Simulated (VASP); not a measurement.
# BaTiO3: what each functional gives, and what it costs, part 4 of 8

Aim: the band gap of BaTiO3 at many levels of theory on one cell, with the cost of each. Left out of this account: 1 further run (bands with TB-mBJ + SOC: it diverged and was aborted). The start is a cell from a database of measured crystal structures.

VASP 6.6.1, plane waves and PAW; the level of theory is named at each step.

So far, least gap on mesh and path (eV): step 2 (bands, level LDA, k 4×4×4) 1.69; step 3 (bands, level PBEsol, k 4×4×4) 1.74; step 4 (bands, level PBE, k 4×4×4) 1.79; step 5 (bands, level r2SCAN, k 4×4×4) 2.19.

## (7) Bands with BLYP, k 4×4×4

This step: BLYP; plane waves and PAW (Ba_sv, Ti_sv, O) (VASP 6.6.1).

BLYP comes from molecular chemistry and underbinds dense solids.

Input file INCAR:

```
SYSTEM = BaTiO3
PREC = Accurate
ENCUT = 520
EDIFF = 1E-06
NELM = 100
ISMEAR = 0
SIGMA = 0.02
LREAL = .FALSE.
ALGO = Normal
GGA = B5
ALDAX = 1
AGGAX = 1
AGGAC = 1
ALDAC = 0
NBANDS = 35
LASPH = .TRUE.
LORBIT = 11
LWAVE = .FALSE.
LCHARG = .FALSE.
KPAR = 8
```

Input file POSCAR:

```
BaTiO3
1.0
    3.9904800000      0.0000000000      0.0000000000
    0.0000000000      3.9904800000      0.0000000000
    0.0000000000      0.0000000000      4.0230300000
Ba Ti O
1 1 3
Direct
    0.0000000000      0.0000000000      0.0000000000
    0.5000000000      0.5000000000      0.5220000000
    0.5000000000      0.5000000000      0.9790000000
    0.5000000000      0.0000000000      0.4880000000
    0.0000000000      0.5000000000      0.4880000000
```

Input file KPOINTS:

```
Automatic mesh
0
Gamma
4 4 4
0 0 0
```

Input file KPOINTS_OPT:

```
Line mode
16
Line-mode
Reciprocal
  0.00000000   0.00000000   0.00000000 GAMMA
  0.00000000   0.50000000   0.00000000 X

  0.00000000   0.50000000   0.00000000 X
  0.50000000   0.50000000   0.00000000 M

  0.50000000   0.50000000   0.00000000 M
  0.00000000   0.00000000   0.00000000 GAMMA

  0.00000000   0.00000000   0.00000000 GAMMA
  0.00000000   0.00000000   0.50000000 Z

  0.00000000   0.00000000   0.50000000 Z
  0.00000000   0.50000000   0.50000000 R

  0.00000000   0.50000000   0.50000000 R
  0.50000000   0.50000000   0.50000000 A

  0.50000000   0.50000000   0.50000000 A
  0.00000000   0.00000000   0.50000000 Z

  0.00000000   0.50000000   0.00000000 X
  0.00000000   0.50000000   0.50000000 R

  0.50000000   0.50000000   0.00000000 M
  0.50000000   0.50000000   0.50000000 A
```

PAW data sets: Ba_sv, Ti_sv and O (PBE family, release 64).

Launch:

```
> mpirun -np 8 vasp_std
```

Numbers of over 12 decimals in the logs are rounded to 6 here.

The program printed:

```text
[banner, memory and clock lines left out]
running    8 mpi-ranks, on    1 nodes
[...]
[... a notice as in an earlier step ...]

 [... a notice as in an earlier step ...]

 LDA part: xc-table for (Slater(with rela. corr.)+VWN5), standard interpolation
 POSCAR, INCAR and KPOINTS ok, starting setup
[...]
entering main loop
       N       E                     dE             d eps       ncg     rms          rms(c)
DAV:   1     0.401992611154E+03    0.40199E+03   -0.19889E+04  1260   0.123E+03
DAV:   2    -0.894473226904E+01   -0.41094E+03   -0.38159E+03  1357   0.355E+02
DAV:   3    -0.481352134438E+02   -0.39190E+02   -0.38634E+02  1791   0.109E+02
DAV:   4    -0.499098402224E+02   -0.17746E+01   -0.17675E+01  1783   0.190E+01
[...]
DAV:  15    -0.380364811368E+02    0.14757E-04   -0.29440E-05  1759   0.346E-02    0.287E-02
DAV:  16    -0.380364708009E+02    0.10336E-04   -0.18011E-05  1503   0.362E-02    0.364E-03
DAV:  17    -0.380364705878E+02    0.21315E-06   -0.22888E-06  1338   0.106E-02
   1 F= -.38036471E+02 E0= -.38036471E+02  d E =-.324519E-45
 Start KPOINTS_OPT (optional k-point list driver)
k-point batch [1-18\144]
       N       E                     dE             ncg
DAV:   1     0.839853641494E+03   -0.84997E+04     1260
DAV:   2    -0.608414567543E+04   -0.69240E+04     1375
DAV:   3    -0.679224104705E+04   -0.70810E+03     1751
DAV:   4    -0.681797504670E+04   -0.25734E+02     1760
DAV:   5    -0.681854949832E+04   -0.57445E+00     1533
DAV:   6    -0.681855993808E+04   -0.10440E-01     1577
DAV:   7    -0.681856027665E+04   -0.33857E-03     1530
DAV:   8    -0.681856028980E+04   -0.13154E-04     1388
DAV:   9    -0.681856029035E+04   -0.54873E-06     1188
[...]
k-point batch [127-144\144]
       N       E                     dE             ncg
DAV:   1     0.878352418671E+03   -0.24417E+05     1260
DAV:   2    -0.620711547489E+04   -0.70855E+04     1380
DAV:   3    -0.696428794349E+04   -0.75717E+03     1881
DAV:   4    -0.699517774380E+04   -0.30890E+02     1653
[...]
DAV:   8    -0.699604299729E+04   -0.24269E-04     1268
DAV:   9    -0.699604299850E+04   -0.12133E-05     1157
DAV:  10    -0.699604299858E+04   -0.78606E-07      984
```

Elapsed: 23 s, on 8 MPI ranks of Intel Xeon 6975P-C (Granite Rapids), shared host; peak memory 1.7 GiB; 2.9 min of CPU time.

From OUTCAR (step 7):

```text
  Total        4.2995802      4.2995802      5.3512734      0.0000000     -0.0000000      0.0000000
  in kB      107.5308520    107.5308520    133.8332963      0.0000000     -0.0000000      0.0000000
  external PRESSURE =     116.2983334 kB  Pullay stress =       0.0000000 kB

 POSITION                                       TOTAL-FORCE (eV/Angst)
 -----------------------------------------------------------------------------------
      0.00000      0.00000      0.00000        -0.000000      0.000000      0.147691
      1.99524      1.99524      2.10002        -0.000000     -0.000000     -0.311111
      1.99524      1.99524      3.93855        -0.000000     -0.000000      0.183686
      1.99524      0.00000      1.96324        -0.000000      0.000000     -0.010133
      0.00000      1.99524      1.96324         0.000000      0.000000     -0.010133
 -----------------------------------------------------------------------------------
    total drift:                                0.000000      0.000000     -0.000096

  FREE ENERGIE OF THE ION-ELECTRON SYSTEM (eV)
  ---------------------------------------------------
  free  energy   TOTEN  =       -38.0364705878 eV

  energy  without entropy=      -38.0364705878  energy(sigma->0) =      -38.03647059

[... 2 parts as in an earlier step ...]

[... 1 further part left out ...]
[key lines of the parts left out:]
E-fermi :   4.4633
```

At this level the cell is under a pressure of 11.6 GPa, so at these settings it is away from equilibrium.

The electronic bands at the labelled points (eV, zero at the valence-band top; v1 is the highest filled band, c1 the lowest empty one):

| point | v4 | v3 | v2 | v1 | c1 | c2 | c3 | c4 |
| --- | --- | --- | --- | --- | --- | --- | --- | --- |
| Γ | -1.16 | -0.45 | -0.37 | -0.37 | 1.81 | 2.18 | 2.18 | 3.98 |
| 0.47 of the way | -1.46 | -1.18 | -0.77 | -0.64 | 2.23 | 2.66 | 2.71 | 4.13 |
| X | -1.82 | -1.65 | -1.12 | -0.97 | 2.30 | 3.48 | 3.55 | 4.11 |
| 0.47 of the way | -1.67 | -1.56 | -1.08 | -0.56 | 2.76 | 3.55 | 3.60 | 4.63 |
| M | -1.79 | -1.08 | -1.08 | -0.09 | 3.57 | 3.57 | 3.92 | 4.68 |
| 0.47 of the way | -1.94 | -1.17 | -0.99 | -0.48 | 2.78 | 2.99 | 3.19 | 4.66 |
| Γ | -1.16 | -0.45 | -0.37 | -0.37 | 1.81 | 2.18 | 2.18 | 3.98 |
| 0.47 of the way | -1.54 | -1.23 | -0.53 | -0.53 | 1.88 | 2.85 | 2.85 | 3.98 |
| Z | -1.94 | -1.91 | -0.71 | -0.71 | 1.96 | 3.59 | 3.59 | 3.98 |
| 0.53 of the way | -1.37 | -1.32 | -1.09 | -0.61 | 2.88 | 3.59 | 3.65 | 4.69 |
| R | -1.70 | -0.92 | -0.88 | -0.26 | 3.50 | 3.60 | 3.92 | 4.85 |
| 0.47 of the way | -2.49 | -0.65 | -0.57 | -0.23 | 3.76 | 3.79 | 4.02 | 6.09 |
| A | -2.41 | -0.18 | -0.18 | 0.00 | 4.14 | 4.15 | 4.15 | 6.56 |
| 0.47 of the way | -2.22 | -0.83 | -0.67 | -0.58 | 3.38 | 3.75 | 3.78 | 6.04 |
| Z | -1.94 | -1.91 | -0.71 | -0.71 | 1.96 | 3.59 | 3.59 | 3.98 |
| jump to X | -1.82 | -1.65 | -1.12 | -0.97 | 2.30 | 3.48 | 3.55 | 4.11 |
| 0.47 of the way | -1.45 | -1.43 | -1.22 | -0.70 | 2.91 | 3.49 | 3.64 | 4.67 |
| R | -1.70 | -0.92 | -0.88 | -0.26 | 3.50 | 3.60 | 3.92 | 4.85 |
| jump to M | -1.79 | -1.08 | -1.08 | -0.09 | 3.57 | 3.57 | 3.92 | 4.68 |
| 0.47 of the way | -2.57 | -0.76 | -0.76 | -0.05 | 3.81 | 3.81 | 4.02 | 5.90 |
| A | -2.41 | -0.18 | -0.18 | 0.00 | 4.14 | 4.15 | 4.15 | 6.56 |

The largest weight of each band there:

| point | v4 | v3 | v2 | v1 | c1 | c2 | c3 | c4 |
| --- | --- | --- | --- | --- | --- | --- | --- | --- |
| Γ | O 0.98 | O 0.88 | O 0.90 | O 0.90 | Ti 0.97 | Ti 0.87 | Ti 0.87 | Ti 0.95 |
| X | O 0.72 | O 0.81 | O 0.84 | O 0.88 | Ti 0.92 | Ti 0.81 | Ti 0.81 | Ti 0.93 |
| M | O 0.85 | O 0.89 | O 0.89 | O 0.97 | Ti 0.82 | Ti 0.82 | Ti 0.87 | Ti 0.89 |
| Γ | O 0.98 | O 0.88 | O 0.90 | O 0.90 | Ti 0.97 | Ti 0.87 | Ti 0.87 | Ti 0.95 |
| Z | O 0.86 | O 0.92 | O 0.93 | O 0.93 | Ti 1.00 | Ti 0.81 | Ti 0.81 | Ti 0.95 |
| R | O 0.86 | O 0.88 | O 0.89 | O 0.97 | Ti 0.82 | Ti 0.83 | Ti 0.87 | Ti 0.88 |

The gap is 1.81 eV, indirect, from A to Γ. Against LDA that is +0.12 eV; this run took 1.5 times the core time.

## (8) Bands with SCAN, k 4×4×4

This step: SCAN; plane waves and PAW (Ba_sv, Ti_sv, O) (VASP 6.6.1).

SCAN adds the kinetic-energy density; it is numerically more delicate than r2SCAN.

INCAR, as its differences from that of step 7:

```diff
@@ -9,9 +9,5 @@
 ALGO = Normal
-GGA = B5
-ALDAX = 1
-AGGAX = 1
-AGGAC = 1
-ALDAC = 0
+METAGGA = SCAN
+LASPH = .TRUE.
 NBANDS = 35
-LASPH = .TRUE.
 LORBIT = 11
```

POSCAR is that of step 7.

KPOINTS is that of step 7.

KPOINTS_OPT is that of step 7.

Launch:

```
> mpirun -np 8 vasp_std
```

The program printed:

```text
[... set-up lines as in an earlier step ...]
 entering main loop
       N       E                     dE             d eps       ncg     rms          rms(c)
DAV:   1     0.349225048334E+03    0.34923E+03   -0.20197E+04  1260   0.126E+03
DAV:   2    -0.716867556713E+02   -0.42091E+03   -0.39174E+03  1366   0.364E+02
DAV:   3    -0.112475694471E+03   -0.40789E+02   -0.40180E+02  1809   0.112E+02
DAV:   4    -0.114312610075E+03   -0.18369E+01   -0.18280E+01  1754   0.194E+01
[...]
DAV:  17    -0.913441429063E+02    0.29289E-05   -0.12596E-06  1088   0.737E-03    0.296E-03
DAV:  18    -0.913441413736E+02    0.15327E-05   -0.20266E-07   714   0.370E-03    0.820E-04
DAV:  19    -0.913441410357E+02    0.33785E-06   -0.10863E-07   711   0.235E-03
   1 F= -.91344141E+02 E0= -.91344141E+02  d E =-.592652E-63
 Start KPOINTS_OPT (optional k-point list driver)
k-point batch [1-18\144]
       N       E                     dE             ncg
DAV:   1     0.217316291029E+03   -0.91222E+04     1260
DAV:   2    -0.697100081156E+04   -0.71883E+04     1372
DAV:   3    -0.770065622460E+04   -0.72966E+03     1750
DAV:   4    -0.772962494760E+04   -0.28969E+02     1768
DAV:   5    -0.773028546460E+04   -0.66052E+00     1496
DAV:   6    -0.773029913946E+04   -0.13675E-01     1596
DAV:   7    -0.773029961546E+04   -0.47600E-03     1512
DAV:   8    -0.773029963447E+04   -0.19012E-04     1431
DAV:   9    -0.773029963529E+04   -0.81894E-06     1232
[...]
k-point batch [127-144\144]
       N       E                     dE             ncg
DAV:   1     0.255909839563E+03   -0.25039E+05     1260
DAV:   2    -0.709555026282E+04   -0.73515E+04     1364
DAV:   3    -0.787866586828E+04   -0.78312E+03     1921
DAV:   4    -0.791069329136E+04   -0.32027E+02     1675
DAV:   5    -0.791151487792E+04   -0.82159E+00     1700
DAV:   6    -0.791152781698E+04   -0.12939E-01     1595
DAV:   7    -0.791152824454E+04   -0.42756E-03     1716
DAV:   8    -0.791152826017E+04   -0.15631E-04     1208
DAV:   9    -0.791152826097E+04   -0.80063E-06     1175
```

Wall time 54 s (8 MPI ranks); peak memory 1.8 GiB.

Parts of OUTCAR (step 8):

```text
  Total        0.4692417      0.4692417      1.4978417      0.0000000      0.0000000      0.0000000
  in kB       11.7355542     11.7355542     37.4604467      0.0000000      0.0000000      0.0000000
  external PRESSURE =      20.3105184 kB  Pullay stress =       0.0000000 kB

 POSITION                                       TOTAL-FORCE (eV/Angst)
 -----------------------------------------------------------------------------------
      0.00000      0.00000      0.00000         0.000000      0.000000      0.145669
      1.99524      1.99524      2.10002        -0.000000      0.000000     -0.211119
      1.99524      1.99524      3.93855        -0.000000     -0.000000     -0.001764
      1.99524      0.00000      1.96324        -0.000000      0.000000      0.033607
      0.00000      1.99524      1.96324         0.000000      0.000000      0.033607
 -----------------------------------------------------------------------------------
    total drift:                                0.000000      0.000000      0.025050

  FREE ENERGIE OF THE ION-ELECTRON SYSTEM (eV)
  ---------------------------------------------------
  free  energy   TOTEN  =       -91.3441410357 eV

  energy  without entropy=      -91.3441410357  energy(sigma->0) =      -91.34414104

[... 2 parts as in an earlier step ...]

[... 1 further part left out ...]
[key lines of the parts left out:]
E-fermi :   3.8408
```

At this level the cell is under a pressure of 2.0 GPa, so at these settings it is away from equilibrium.

The electronic bands at the labelled points (eV, zero at the valence-band top; v1 is the highest filled band, c1 the lowest empty one):

| point | v4 | v3 | v2 | v1 | c1 | c2 | c3 | c4 |
| --- | --- | --- | --- | --- | --- | --- | --- | --- |
| Γ | -1.21 | -0.48 | -0.39 | -0.39 | 2.19 | 2.55 | 2.55 | 4.33 |
| 0.47 of the way | -1.51 | -1.23 | -0.79 | -0.68 | 2.59 | 3.04 | 3.09 | 4.49 |
| X | -1.85 | -1.69 | -1.18 | -1.03 | 2.67 | 3.89 | 3.96 | 4.47 |
| 0.47 of the way | -1.74 | -1.61 | -1.14 | -0.58 | 3.15 | 3.97 | 4.03 | 5.01 |
| M | -1.92 | -1.12 | -1.12 | -0.09 | 3.98 | 3.98 | 4.36 | 5.06 |
| 0.47 of the way | -2.02 | -1.22 | -1.05 | -0.51 | 3.16 | 3.37 | 3.60 | 5.05 |
| Γ | -1.21 | -0.48 | -0.39 | -0.39 | 2.19 | 2.55 | 2.55 | 4.33 |
| 0.47 of the way | -1.60 | -1.28 | -0.56 | -0.56 | 2.26 | 3.24 | 3.24 | 4.33 |
| Z | -2.01 | -1.98 | -0.76 | -0.76 | 2.34 | 4.01 | 4.01 | 4.33 |
| 0.53 of the way | -1.42 | -1.40 | -1.14 | -0.63 | 3.27 | 4.01 | 4.08 | 5.07 |
| R | -1.83 | -0.96 | -0.93 | -0.27 | 3.92 | 4.02 | 4.36 | 5.23 |
| 0.47 of the way | -2.54 | -0.68 | -0.59 | -0.23 | 4.19 | 4.21 | 4.47 | 6.53 |
| A | -2.47 | -0.18 | -0.18 | 0.00 | 4.59 | 4.60 | 4.60 | 7.06 |
| 0.47 of the way | -2.28 | -0.85 | -0.70 | -0.60 | 3.79 | 4.17 | 4.21 | 6.47 |
| Z | -2.01 | -1.98 | -0.76 | -0.76 | 2.34 | 4.01 | 4.01 | 4.33 |
| jump to X | -1.85 | -1.69 | -1.18 | -1.03 | 2.67 | 3.89 | 3.96 | 4.47 |
| 0.47 of the way | -1.51 | -1.50 | -1.27 | -0.72 | 3.30 | 3.91 | 4.06 | 5.04 |
| R | -1.83 | -0.96 | -0.93 | -0.27 | 3.92 | 4.02 | 4.36 | 5.23 |
| jump to M | -1.92 | -1.12 | -1.12 | -0.09 | 3.98 | 3.98 | 4.36 | 5.06 |
| 0.47 of the way | -2.62 | -0.79 | -0.79 | -0.05 | 4.24 | 4.24 | 4.46 | 6.34 |
| A | -2.47 | -0.18 | -0.18 | 0.00 | 4.59 | 4.60 | 4.60 | 7.06 |

The largest weight of each band there:

| point | v4 | v3 | v2 | v1 | c1 | c2 | c3 | c4 |
| --- | --- | --- | --- | --- | --- | --- | --- | --- |
| Γ | O 0.99 | O 0.88 | O 0.90 | O 0.90 | Ti 0.97 | Ti 0.88 | Ti 0.88 | Ti 0.95 |
| X | O 0.73 | O 0.82 | O 0.85 | O 0.89 | Ti 0.93 | Ti 0.82 | Ti 0.82 | Ti 0.93 |
| M | O 0.85 | O 0.88 | O 0.88 | O 0.98 | Ti 0.83 | Ti 0.83 | Ti 0.87 | Ti 0.90 |
| Γ | O 0.99 | O 0.88 | O 0.90 | O 0.90 | Ti 0.97 | Ti 0.88 | Ti 0.88 | Ti 0.95 |
| Z | O 0.87 | O 0.92 | O 0.94 | O 0.94 | Ti 1.00 | Ti 0.82 | Ti 0.82 | Ti 0.95 |
| R | O 0.86 | O 0.88 | O 0.89 | O 0.98 | Ti 0.84 | Ti 0.84 | Ti 0.87 | Ti 0.88 |

The gap is 2.19 eV, indirect, from A to Γ. Against LDA that is +0.49 eV; this run took 3.6 times the core time.

## (9) Starting orbitals for the hybrid

This step: PBE; plane waves and PAW (Ba_sv, Ti_sv, O) (VASP 6.6.1).

A hybrid converges badly from random orbitals, so a cheap semilocal run writes a WAVECAR on the same mesh first.

Input file INCAR:

```
SYSTEM = BaTiO3
PREC = Accurate
ENCUT = 520
EDIFF = 1E-05
NELM = 100
ISMEAR = 0
SIGMA = 0.02
LREAL = .FALSE.
ALGO = Normal
GGA = PE
NBANDS = 26
LASPH = .TRUE.
LORBIT = 11
LWAVE = .TRUE.
LCHARG = .FALSE.
KPAR = 8
```

POSCAR is that of step 8.

KPOINTS is that of step 8.

Launch:

```
> mpirun -np 8 vasp_std
```

The program printed:

```text
[... set-up lines as in an earlier step ...]
 entering main loop
       N       E                     dE             d eps       ncg     rms          rms(c)
DAV:   1     0.447980663574E+03    0.44798E+03   -0.21205E+04   936   0.167E+03
DAV:   2    -0.432357195433E+01   -0.45230E+03   -0.43804E+03  1124   0.457E+02
DAV:   3    -0.485827363469E+02   -0.44259E+02   -0.44001E+02  1310   0.140E+02
DAV:   4    -0.506658613139E+02   -0.20831E+01   -0.20803E+01  1398   0.267E+01
DAV:   5    -0.507329272738E+02   -0.67066E-01   -0.67051E-01  1284   0.361E+00    0.235E+01
DAV:   6    -0.401513128439E+02    0.10582E+02   -0.65175E+01  1330   0.724E+01    0.100E+01
DAV:   7    -0.401241230350E+02    0.27190E-01   -0.11027E+01  1224   0.247E+01    0.683E+00
DAV:   8    -0.399526194377E+02    0.17150E+00   -0.83225E-01  1180   0.863E+00    0.309E+00
DAV:   9    -0.399852908159E+02   -0.32671E-01   -0.26503E-01  1312   0.394E+00    0.123E+00
DAV:  10    -0.399724207461E+02    0.12870E-01   -0.75580E-02  1172   0.298E+00    0.433E-01
DAV:  11    -0.399712003494E+02    0.12204E-02   -0.66311E-03  1400   0.677E-01    0.811E-02
DAV:  12    -0.399711229612E+02    0.77388E-04   -0.43767E-04  1070   0.165E-01    0.365E-02
DAV:  13    -0.399711123586E+02    0.10603E-04   -0.16695E-04  1210   0.128E-01    0.154E-02
DAV:  14    -0.399711099037E+02    0.24549E-05   -0.35312E-05  1020   0.555E-02
   1 F= -.39971110E+02 E0= -.39971110E+02  d E =-.362743E-46
 writing wavefunctions
```

The job ended after 4 s (8 MPI ranks; peak memory 1.5 GiB).

Parts of OUTCAR (step 9):

```text
   k-points           NKPTS =     18   k-points in BZ     NKDIM =     18   number of bands    NBANDS=     26

   NELECT =      40.0000    total number of electrons

 E-fermi :   4.1218

 k-point     1 :       0.0000    0.0000    0.0000
  band No.  band energies     occupation
    ...
     16       2.5185      2.00000
     17       2.7460      2.00000
     18       3.4640      2.00000
     19       3.5425      2.00000
     20       3.5425      2.00000
     21       5.7134      0.00000
     22       6.0880      0.00000
     23       6.0880      0.00000
     24       7.9586      0.00000
     25       8.1631      0.00000
    ...

  Total        2.0004542      2.0004542      2.9850595      0.0000000      0.0000000      0.0000000
  in kB       50.0305927     50.0305927     74.6551938      0.0000000      0.0000000      0.0000000
  external PRESSURE =      58.2387931 kB  Pullay stress =       0.0000000 kB

 POSITION                                       TOTAL-FORCE (eV/Angst)
 -----------------------------------------------------------------------------------
      0.00000      0.00000      0.00000         0.000000      0.000000      0.136107
      1.99524      1.99524      2.10002         0.000000     -0.000000     -0.182393
      1.99524      1.99524      3.93855         0.000000     -0.000000      0.051718
      1.99524      0.00000      1.96324        -0.000000      0.000000     -0.002716
      0.00000      1.99524      1.96324         0.000000      0.000000     -0.002716
 -----------------------------------------------------------------------------------
    total drift:                                0.000000      0.000000     -0.000219

  FREE ENERGIE OF THE ION-ELECTRON SYSTEM (eV)
  ---------------------------------------------------
  free  energy   TOTEN  =       -39.9711099037 eV

  energy  without entropy=      -39.9711099037  energy(sigma->0) =      -39.97110990

[... 7 parts as in an earlier step ...]

[... 9 further parts left out ...]
```

The gap is read on the k-mesh alone, so it is an upper bound where the band edges lie off the mesh.

A gap read on the k-mesh alone can miss the band edges.

Numbers from this step:

* SCF cycles: 14
* bands: 26
* free energy (TOTEN): -39.97 eV
* Fermi energy: 4.122 eV
* pressure: 5.824 GPa
* gap on the k-mesh: 1.790 eV
* least direct gap on the k-mesh: 2.171 eV

Force by atom:

| atom | x (eV/Å) | y (eV/Å) | z (eV/Å) | size |
| --- | --- | --- | --- | --- |
| Ba1 | 0.000 | 0.000 | 0.136 | 0.136 |
| Ti2 | 0.000 | 0.000 | -0.182 | 0.182 |
| O3 | 0.000 | 0.000 | 0.052 | 0.052 |
| O4 | 0.000 | 0.000 | -0.003 | 0.003 |
| O5 | 0.000 | 0.000 | -0.003 | 0.003 |

[end of part 4 of 8]

[Lines on the potential files, build, host, timing and source positions are cut from VASP's logs without a mark.]

[Logs are printed without paths, hosts, clocks, repeated set-up lines and the standing remarks that a program may print on its own settings, such as how far it seeks lower states.]

[Hosts, paths, dates, database ids (printed as entryN), source tags and the programs' standing remarks are cut or masked in the printed files.]

[Measured values are set beside computed ones only where the two were judged alike; some that the calculation misses by far are left out.]

[In band tables of VASP the shares of atoms and orbitals are scaled to a sum of 1 inside the atoms' spheres.]
